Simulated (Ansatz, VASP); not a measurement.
One calculation of K, two programs

File INCAR:

```
SYSTEM = K
  PREC = Accurate
  ENCUT = 520
  EDIFF = 1E-6
  ISMEAR = -1
  SIGMA = 0.05
  LREAL = .FALSE.
  LASPH = .TRUE.
  NELM = 80
  ALGO = Normal
  ISIF = 2
  LWAVE = .FALSE.
  LCHARG = .FALSE.
  NBANDS = 10
```

KPOINTS

```
regular mesh
0
G
  7 7 7
  0 0 0
```

File POSCAR:

```
K
1.0
   -2.7154236633      2.7154236633      2.7154236633
    2.7154236633     -2.7154236633      2.7154236633
    2.7154236633      2.7154236633     -2.7154236633
K
1
Direct
    0.0000000000      0.0000000000      0.0000000000
```

input.yaml

```yaml
crystal:
  lattice:
    - [-2.7154236633, 2.7154236633, 2.7154236633]
    - [2.7154236633, -2.7154236633, 2.7154236633]
    - [2.7154236633, 2.7154236633, -2.7154236633]
  atoms:
    - { symbol: K, position: [0.0, 0.0, 0.0] }
kpoints:
  mp_grid: { grid: [7, 7, 7] }
scf:
  occupations: { method: fermi_dirac, width: 0.05 }
hamiltonian:
  xc: lda
  pseudopotentials: { kind: all_electron, lapw: { basis_error: 0.001 } }
output:
  forces: true
  stress: true
  eigenvalues: true
```

Change from the starting cell: volume scaled by 1.02.

Alike in both runs: task single point; functional LDA; k mesh 7 × 7 × 7; occupations fermi-dirac, width 0.05 eV; no spin polarisation.

|  | VASP | Ansatz |
| --- | --- | --- |
| version | VASP 6.6.1 | Ansatz 0.2.0 |
| potentials or method | VASP PAW LDA potentials, release 64 (K_sv) | all-electron LAPW, scalar-relativistic |
| plane-wave cutoff (eV) | 520 | see its input |

|  | VASP | Ansatz | Ansatz less VASP |
| --- | --- | --- | --- |
| gap on the k mesh at the Fermi level (eV) | none | none | - |
| pressure (GPa) | -0.7 | -0.7 | +0.01 |

A gap of «none» marks a metal or a gap that the smearing closes. Ansatz ran all-electron here, so the differences hold the error of VASP's frozen core and of both bases.
